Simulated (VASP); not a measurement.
**SnTe: relaxation of cell and atoms with PBE**

Crystal: SnTe.

```
CELL_PARAMETERS angstrom
0.00000 3.20037 3.20037
3.20037 0.00000 3.20037
3.20037 3.20037 0.00000
ATOMIC_POSITIONS crystal
Sn 0.00000 0.00000 0.00000
Te 0.50000 0.50000 0.50000
```

```yaml
Program: VASP 6.6.1
Task: relaxation of cell and atoms
Functional: PBE
Potentials_or_basis: VASP PAW PBE potentials, release 64 (Sn_d, Te)
Cutoff: 350 eV
k_mesh: 8 × 8 × 8
Occupations: gaussian, width 0.02 eV
Spin: no spin polarisation
Further_INCAR_settings: ALGO = Fast; EDIFF = 1e-07; IBRION = 2; EDIFFG = -0.002; NSW = 80; ISIF = 3
```

```json
{
 "Relaxed volume": "32.81 Å³/atom",
 "Relaxed cell": "a = 4.527 Å, b = 4.527 Å, c = 4.527 Å, α = 60.00°, β = 60.00°, γ = 60.00°",
 "Space group after relaxing (to 0.05 Å)": "Fm-3m (No. 225)",
 "Energy gained by relaxing": "0.0 meV/atom",
 "Ionic steps": "3",
 "Pressure after relaxing": "0.0 GPa",
 "Band gap on the k mesh": "0.04 eV, direct"
}
```

Final structure:
```
Sn Te
1.0
     0.00000    3.20124    3.20124
     3.20124    0.00000    3.20124
     3.20124    3.20124    0.00000
Sn Te
1 1
Direct
  0.00000 0.00000 0.00000
  0.50000 0.50000 0.50000
```

Levels at points of the mesh, in eV from the valence-band top:
| k point | band 6 | band 7 | band 8 | band 9 | band 10 | band 11 | band 12 | band 13 | band 14 |
| --- | --- | --- | --- | --- | --- | --- | --- | --- | --- |
| (0.00, 0.00, 0.00) | -12.46 | -4.86 | -2.02 | -2.02 | -2.02 | 3.25 | 3.25 | 3.25 | 4.84 |
| (0.50, 0.00, 0.00) | -11.29 | -8.09 | -1.69 | -1.69 | 0.00 | 0.04 | 0.44 | 0.44 | 7.67 |
| (0.50, 0.50, 0.00) | -11.04 | -6.44 | -5.25 | -3.52 | -3.52 | 2.36 | 4.69 | 4.69 | 6.04 |

Wall time 22 s on 1 thread of Intel(R) Xeon(R) Platinum 8488C (Sapphire Rapids) (shared host), peak memory 0.16 GiB.

Caveat: spin-orbit coupling is left out, which moves the levels of the heavy elements. A k mesh can miss the band edges.
